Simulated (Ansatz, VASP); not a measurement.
# One calculation of MgI2, two programs

Contents of INCAR:

```
SYSTEM = MgI2
ALGO = Fast ; EDIFF = 1E-6
ENCUT = 520 ; ISIF = 2
ISMEAR = 0 ; LASPH = .True.
LCHARG = .False. ; LREAL = .False.
LWAVE = .False. ; NBANDS = 15
NELM = 60 ; PREC = Accurate
SIGMA = 0.05
```

File KPOINTS:

```
k-points
0
Gamma
  9 9 4
  0 0 0
```

POSCAR

```
MgI2
1.0
    4.0866932408      0.0000000000      0.0000000000
   -2.0433466204      3.5391801640      0.0000000000
    0.0000000000      0.0000000000      7.0888683846
Mg I
1 2
Direct
    0.0000000000      0.0000000000      0.0000000000
    0.3333333333      0.6666666667      0.7576300000
    0.6666666667      0.3333333333      0.2423700000
```

Input for Ansatz:

```yaml
crystal:
  lattice:
    - [4.0866932408, 0.0, 0.0]
    - [-2.0433466204, 3.539180164, 0.0]
    - [0.0, 0.0, 7.0888683846]
  atoms:
    - { symbol: Mg, position: [0.0, 0.0, 0.0] }
    - { symbol: I, position: [0.3333333333, 0.6666666667, 0.75763] }
    - { symbol: I, position: [0.6666666667, 0.3333333333, 0.24237] }
basis:
  ecutwfc: 420
kpoints:
  mp_grid: { grid: [9, 9, 4] }
hamiltonian:
  xc: lda
scf:
  occupations: { method: gaussian, width: 0.05 }
output:
  forces: true
  stress: true
  eigenvalues: true
```

Alike in both runs: task single point; functional LDA; k mesh 9 × 9 × 4; occupations gaussian, width 0.05 eV; no spin polarisation.

```csv
,VASP,Ansatz
version,VASP 6.6.1,Ansatz 0.2.0
potentials or method,"VASP PAW LDA potentials, release 64 (Mg, I)","scalar-relativistic, plane waves, PAW"
plane-wave cutoff (eV),520,420
valence electrons in the cell,16,44
```

|  | VASP | Ansatz | Ansatz less VASP |
| --- | --- | --- | --- |
| gap on the k mesh at the Fermi level (eV) | 3.33 | 3.34 | +0.015 |
| least direct gap on the mesh (eV) | 3.46 | 3.45 | -0.011 |
| pressure (GPa) | -1.4 | -1.3 | +0.10 |
| largest component of the traceless stress (GPa) | 0.76 | 0.78 | +0.021 |
| rms of the force components (eV/Å) | 0.130 | 0.124 | -0.0056 |

Atom by atom the forces differ by 0.006 eV/Å (rms over components). The two sets of potentials don't hold the same shells in valence.

Caveats: spin-orbit coupling is left out, which moves the levels of the heavy elements; an odd mesh through Γ misses points on the zone boundary, where band edges often lie.
